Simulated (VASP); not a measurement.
# Sb in VASP: further runs

Runs on Sb. Level: PBE. Tasks: single point.

Program: VASP 6.6.1. These are calculated values, not measurements. Logs are shortened: lines on timing, memory, paths and dates and some standing lists are left out, and cuts for length are marked.

## Step 1: The slab as given

The cell holds a slab with vacuum, 8 atoms: a = 4.301 Å, b = 4.493 Å, c = 21.516 Å, α = 90.00°, β = 90.00°, γ = 90.00°.

The slab is cut from a database's or a generator's crystal, which needn't be the stable form of the element.

## Step 2: Single point, PBE

Contents of INCAR:

```
PREC = Accurate
ENCUT = 280
EDIFF = 1E-7
ISMEAR = 1
SIGMA = 0.1
LREAL = False
LASPH = True
NELM = 120
ALGO = Normal
ISIF = 2
LWAVE = False
LCHARG = False
LDIPOL = True
IDIPOL = 3
DIPOL = 0.5 0.5 0.500
GGA = PE
NBANDS = 36
LVHAR = True
LVACPOTAV = True
```

Contents of KPOINTS:

```
Automatic mesh
0
Gamma
  5 5 1
```

Contents of POSCAR:

```
Sb
1.0
    4.3012006640      0.0000000000      0.0000000000
    0.0000000000      4.4926953733      0.0000000000
    0.0000000000      0.0000000000     21.5157280909
Sb
8
Direct
    0.5000000000      0.0284878556      0.2788657662
    0.0000000000      0.5966576973      0.2883071673
    0.0000000000      0.5702030399      0.4231414551
    0.5000000000      0.1383728816      0.4325828561
    0.5000000000      0.1119182242      0.5674171439
    0.0000000000      0.6800880658      0.5768585449
    0.0000000000      0.6536334085      0.7116928327
    0.5000000000      0.2218032501      0.7211342338
```

Potentials or basis: VASP PAW PBE potentials, release 64 (Sb).

Started as:

```console
cat potpaw_PBE.64/Sb/POTCAR > POTCAR
mpirun -np 1 vasp_std > vasp.out
```

OUTCAR:

```text
PREC = Accurate
   ENCUT = 280
   EDIFF = 1E-7
   ISMEAR = 1
   LREAL = False
   LASPH = True
   NELM = 120
   ISIF = 2
   GGA = PE

 Found      9 irreducible k-points:

 Following reciprocal coordinates:
            Coordinates               Weight
  0.000000  0.000000  0.000000      1.000000
  0.200000  0.000000  0.000000      2.000000
  0.400000  0.000000  0.000000      2.000000
  0.000000  0.200000  0.000000      2.000000
  0.200000  0.200000  0.000000      4.000000
  0.400000  0.200000  0.000000      4.000000
   k-points           NKPTS =      9   k-points in BZ     NKDIM =      9   number of bands    NBANDS=     36
   number of dos      NEDOS =    301   number of ions     NIONS =      8
   total plane-waves  NPLWV =  80640
   dimension x,y,z NGX =    24 NGY =   28 NGZ =  120
   dimension x,y,z NGXF=    48 NGYF=   56 NGZF=  240
   ions per type =               8
   NGX,Y,Z   is equivalent  to a cutoff of   9.28, 10.36,  9.27 a.u.
   NGXF,Y,Z  is equivalent  to a cutoff of  18.55, 20.72, 18.54 a.u.
 SYSTEM =  unknown system
   PREC   = accura    normal or accurate (medium, high low for compatibility)
   ISTART =      0    job   : 0-new  1-cont  2-samecut
   ICHARG =      2    charge: 1-file 2-atom 10-const
   ISPIN  =      1    spin polarized calculation?
   LNONCOLLINEAR =      F non collinear calculations
   LSORBIT =      F    spin-orbit coupling
   LASPH  =      T    aspherical Exc in radial PAW
   ENCUT  =  280.0 eV  20.58 Ry    4.54 a.u.   5.87  6.13 29.36*2*pi/ulx,y,z
   NELM   =    120;   NELMIN=  2; NELMDL= -5     # of ELM steps
   EDIFF  = 0.1E-06   stopping-criterion for ELM
   LREAL  =      F    real-space projection
   EDIFFG = 0.1E-05   stopping-criterion for IOM
   NSW    =      0    number of steps for IOM
   IBRION =     -1    ionic relax: 0-MD 1-quasi-New 2-CG
   NFREE  =      0    steps in history (QN), initial steepest desc. (CG)
   ISIF   =      2    stress and relaxation
   ISYM   =      2    0-nonsym 1-usesym 2-fastsym
   POTIM  = 0.5000    time-step for ionic-motion
   TEBEG  =    0.0;   TEEND  =   0.0 temperature during run
   PSTRESS=    0.0 pullay stress
   NELECT =      40.0000    total number of electrons
   NUPDOWN=      -1.0000    fix difference up-down
   EMIN   =  10.00;   EMAX   =-10.00  energy-range for DOS
   EFERMI =   0.00;   METHOD = LEGACY
   ISMEAR =     1;   SIGMA  =   0.10  broadening in eV -4-tet -1-fermi 0-gaus
   EFERMI_NEDOS =   21; number of points for ismear=-14 and -15
   IALGO  =     38    algorithm
   IMIX   =      4    mixing-type and parameters
     AMIX     =   0.40;   BMIX     =  1.00
     AMIX_MAG =   1.60;   BMIX_MAG =  1.00
  volume/ion in A,a.u.               =      51.97       350.72
  Fermi-wavevector in a.u.,A,eV,Ry     =   0.750143  1.417564  7.656191  0.562714
  Thomas-Fermi vector in A             =   1.846825
   LORBIT       =      0    0 simple, 1 ext, 2 COOP (PROOUT), +10 PAW based schemes
   GGA     = PE    functional components
   LHFCALC =     F    Hartree Fock is set to
   AEXX    =    0.0000 exact exchange contribution
   IVDW    =     0    specifies the selected vdW correction
   LEPSILON=     F    determine dielectric tensor
   LRPA    =     F    only Hartree local field effects (RPA)
 non-spin polarized calculation
 Methfessel and Paxton  Order N= 1 SIGMA  =   0.10
  energy-cutoff  :      280.00
  volume of cell :      415.77
 maximum number of plane-waves:      4456
 NGX is ok and might be reduce to    24
   NGX = 11   NGY = 13   NGZ = 59

 dipolmoment           0.000000      0.000000      0.000000 electrons x Angstroem

 number of electron      39.9999989 magnetization

 dipolmoment           0.000000      0.000000     -0.000000 electrons x Angstroem

 Free energy of the ion-electron system (eV)
  ---------------------------------------------------
  ext. energy  EPLUGINS =         0.00000000
  ---------------------------------------------------
  free energy    TOTEN  =       -32.25922454 eV

  energy without entropy =      -32.25526973  energy(sigma->0) =      -32.25790627

 E-fermi :   2.4048     XC(G=0):  -6.1544

 val. band max:        2.4034260531   @ k =   0.0000   0.4000   0.0000
 cond. band min:       2.4328071139   @ k =   0.4000   0.0000   0.0000
 fundamental gap:      0.0293810608
 Fermi energy:         2.4047673181

 k-point     1 :       0.0000    0.0000    0.0000
  band No.  band energies     occupation
      1     -10.1294      2.00000
      2      -9.5292      2.00000
      3      -8.7570      2.00000
      4      -8.1358      2.00000
      5      -5.2012      2.00000
      6      -4.3903      2.00000
      7      -3.4361      2.00000
      8      -2.5942      2.00000
      9      -2.4635      2.00000
     10      -1.3720      2.00000
     11      -1.0665      2.00000
     12      -0.7883      2.00000
     13      -0.7116      2.00000
     14      -0.5301      2.00000
     15       0.0181      2.00000
     16       0.0970      2.00000
     17       0.3021      2.00000
     18       0.5106      2.00000
     19       1.0993      2.00000
     20       1.6093      2.00000
     21       2.9458     -0.00000
     22       3.9248     -0.00000
     23       4.1263     -0.00000
     24       4.5634      0.00000
     25       4.9372      0.00000
     26       5.0113      0.00000
     27       5.4334      0.00000
     28       5.7598      0.00000
     29       5.9140      0.00000
     30       6.1030      0.00000
     31       6.5035      0.00000
     32       6.8199      0.00000

 k-point     2 :       0.2000    0.0000    0.0000
  band No.  band energies     occupation
      1      -9.8281      2.00000
      2      -9.2288      2.00000
      3      -8.4561      2.00000
      4      -7.8244      2.00000
      5      -5.9724      2.00000
      6      -5.2566      2.00000
      7      -4.3896      2.00000
      8      -3.6666      2.00000
      9      -2.3920      2.00000
     10      -1.0927      2.00000
     11      -0.6381      2.00000
     12      -0.6144      2.00000
     13      -0.3360      2.00000
     14      -0.0477      2.00000
     15       0.3375      2.00000
     16       0.4252      2.00000
     17       0.6274      2.00000
     18       0.9835      2.00000
     19       1.0342      2.00000
     20       1.6663      2.00000
     21       2.6240     -0.00819
     22       3.9141     -0.00000
     23       4.2524     -0.00000
     24       4.2548     -0.00000
     25       4.6931      0.00000
     26       4.8491      0.00000
     27       5.0455      0.00000
     28       5.2314      0.00000
     29       5.2954      0.00000
     30       5.5876      0.00000
     31       6.0717      0.00000
     32       6.2147      0.00000

 k-point     3 :       0.4000    0.0000    0.0000
  band No.  band energies     occupation
      1      -8.9492      2.00000
      2      -8.3720      2.00000
      3      -7.7822      2.00000
      4      -7.2892      2.00000
      5      -6.9512      2.00000
      6      -6.7840      2.00000
      7      -6.0604      2.00000
      8      -5.4315      2.00000
      9      -1.6972      2.00000
     10      -0.5138      2.00000
     11      -0.2884      2.00000
     12       0.1888      2.00000
     13       0.3123      2.00000
     14       0.6304      2.00000
     15       0.7712      2.00000
     16       1.2022      2.00000
     17       1.2076      2.00000
     18       1.3532      2.00000
     19       1.4168      2.00000
     20       1.7278      2.00000
     21       2.4328      0.54547
     22       2.7989     -0.00000
     23       3.0575     -0.00000
     24       3.0590     -0.00000
     25       3.1359     -0.00000
     26       3.5356     -0.00000
     27       3.5523     -0.00000
     28       3.8167     -0.00000
     29       4.1150     -0.00000
     30       4.2411     -0.00000
     31       4.6836      0.00000
     32       5.9826      0.00000

 k-point     4 :       0.0000    0.2000    0.0000
  band No.  band energies     occupation
      1      -9.8730      2.00000
      2      -9.2825      2.00000
      3      -8.5298      2.00000
      4      -7.9478      2.00000
      5      -5.8964      2.00000
      6      -5.2413      2.00000
      7      -4.4136      2.00000
      8      -3.6986      2.00000
      9      -2.3842      2.00000
     10      -0.8971      2.00000
     11      -0.7564      2.00000
     12      -0.3042      2.00000
     13      -0.2280      2.00000
     14       0.1953      2.00000
     15       0.3864      2.00000
     16       0.4540      2.00000
     17       0.7791      2.00000
     18       0.9807      2.00000
     19       1.2757      2.00000
     20       1.6131      2.00000
     21       2.6688     -0.00121
     22       3.9621     -0.00000
     23       4.1644     -0.00000
     24       4.2523     -0.00000
     25       4.5728      0.00000
     26       4.8040      0.00000
     27       4.8560      0.00000
     28       4.9396      0.00000
     29       5.2499      0.00000
     30       5.4616      0.00000
     31       5.9267      0.00000
     32       6.1876      0.00000

 k-point     5 :       0.2000    0.2000    0.0000
  band No.  band energies     occupation
      1      -9.5792      2.00000
      2      -8.9899      2.00000
      3      -8.2379      2.00000
      4      -7.6482      2.00000
      5      -6.2397      2.00000
      6      -5.5973      2.00000
      7      -4.7782      2.00000
      8      -4.0817      2.00000
      9      -2.1576      2.00000
     10      -2.0775      2.00000
     11      -1.5000      2.00000
     12      -0.9904      2.00000
     13      -0.5107      2.00000
     14      -0.4029      2.00000
     15       0.3471      2.00000
     16       1.2295      2.00000
     17       1.4094      2.00000
     18       1.6217      2.00000
     19       1.7938      2.00000
     20       1.9258      2.00000
     21       2.7349     -0.00003
     22       3.1617     -0.00000
     23       3.2110     -0.00000
     24       3.6010     -0.00000
     25       3.6660     -0.00000
     26       4.1510     -0.00000
     27       4.8253      0.00000
     28       5.4908      0.00000
     29       6.2020      0.00000
     30       6.4031      0.00000
     31       6.5058      0.00000
     32       6.5383      0.00000

 k-point     6 :       0.4000    0.2000    0.0000
  band No.  band energies     occupation
      1      -8.7366      2.00000
      2      -8.1740      2.00000
      3      -7.6738      2.00000
      4      -7.1454      2.00000
      5      -6.7878      2.00000
      6      -6.6007      2.00000
      7      -5.9689      2.00000
      8      -5.3500      2.00000
      9      -2.0217      2.00000
     10      -1.5914      2.00000
     11      -1.1630      2.00000
     12      -0.9434      2.00000
     13      -0.7332      2.00000
     14      -0.3396      2.00000
     15      -0.2506      2.00000
     16       0.0422      2.00000
     17       0.3724      2.00000
     18       0.6227      2.00000
     19       1.0673      2.00000
     20       1.6092      2.00000
     21       2.4535      0.27424
     22       3.5747     -0.00000
     23       3.8675     -0.00000
     24       4.1010     -0.00000
     25       4.5808      0.00000
     26       4.7738      0.00000
     27       5.0473      0.00000
     28       5.3001      0.00000
     29       5.5965      0.00000
     30       5.8592      0.00000
     31       6.2947      0.00000
     32       6.3921      0.00000

 [... further k-points ...]

 [bands above 32 left out]

------------------------ aborting loop because EDIFF is reached ----------------------------------------

  FORCE on cell =-STRESS in cart. coord.  units (eV):
  Direction    XX          YY          ZZ          XY          YZ          ZX
  --------------------------------------------------------------------------------------
  -------------------------------------------------------------------------------------
  Total        2.0822111      2.6158419      0.3298229      0.0000000     -0.8120276      0.0000000
  in kB        8.0238467     10.0802047      1.2709799      0.0000000     -3.1291665      0.0000000
  external PRESSURE =       6.4583438 kB  Pullay stress =       0.0000000 kB

 VOLUME and BASIS-vectors are now :
 -----------------------------------------------------------------------------
  energy-cutoff  :      280.00
  volume of cell :      415.77
      direct lattice vectors                 reciprocal lattice vectors
     4.301200664  0.000000000  0.000000000     0.232493222  0.000000000  0.000000000
     0.000000000  4.492695373  0.000000000     0.000000000  0.222583531  0.000000000
     0.000000000  0.000000000 21.515728091     0.000000000  0.000000000  0.046477628

 POSITION                                       TOTAL-FORCE (eV/Angst)
 -----------------------------------------------------------------------------------
      2.15060      0.12799      6.00000         0.000000     -0.066582      0.258787
      0.00000      2.68060      6.20314         0.000000      0.166965     -0.074228
      0.00000      2.56175      9.10420         0.000000      0.156657      0.203887
      2.15060      0.62167      9.30734         0.000000     -0.202912     -0.973303
      2.15060      0.50281     12.20839         0.000000      0.202912      0.973303
      0.00000      3.05543     12.41153         0.000000     -0.156657     -0.203887
      0.00000      2.93658     15.31259         0.000000     -0.166965      0.074228
      2.15060      0.99649     15.51573         0.000000      0.066582     -0.258787
 -----------------------------------------------------------------------------------
    total drift:                               -0.000000     -0.000000     -0.000001

  FREE ENERGIE OF THE ION-ELECTRON SYSTEM (eV)
  ---------------------------------------------------
  free  energy   TOTEN  =       -32.2592245422 eV

  energy  without entropy=      -32.2552697263  energy(sigma->0) =      -32.25790627

 vacuum level on the upper side and lower side of the slab         6.595         6.595
```

Wall time 66 s (1 thread of Intel Xeon Platinum 8488C (Sapphire Rapids), shared host); peak memory 0.27 GiB.

The run converged, but some of its settings lie outside the range that counts as converged, so its numbers aren't taken as properties of the slab.

Results:

- Free energy: -32.2592 eV
- Largest force: 0.994 eV/Å
- Band gap on the k mesh: 0.03 eV, indirect (least direct gap 0.17 eV)
- Ionisation potential of the upper face: 4.19 eV

Caveat: spin-orbit coupling is left out, which moves the levels of the heavy elements.

## Step 3: Single point, PBE

INCAR: that of step 2 with these lines changed.

```diff
@@ -1,3 +1,3 @@
 PREC = Accurate
-ENCUT = 280
+ENCUT = 460
 EDIFF = 1E-7
```

KPOINTS is that of step 2.

POSCAR is that of step 2.

Potentials or basis: VASP PAW PBE potentials, release 64 (Sb).

Started as:

```console
cat potpaw_PBE.64/Sb/POTCAR > POTCAR
mpirun -np 1 vasp_std > vasp.out
```

It took 2.4 min on 1 thread of Intel Xeon Platinum 8488C (Sapphire Rapids), shared host; peak memory 0.37 GiB.

The run converged, but some of its settings lie outside the range that counts as converged, so its numbers aren't taken as properties of the slab.

What came out:

```yaml
Free_energy: -32.2613 eV
Largest_force: 0.994 eV/Å
Band_gap_on_the_k_mesh: 0.03 eV, indirect (least direct gap 0.17 eV)
Ionisation_potential_of_the_upper_face: 4.19 eV
```

Caveat: spin-orbit coupling is left out, which moves the levels of the heavy elements.

(Continued in part 2 of 2.)
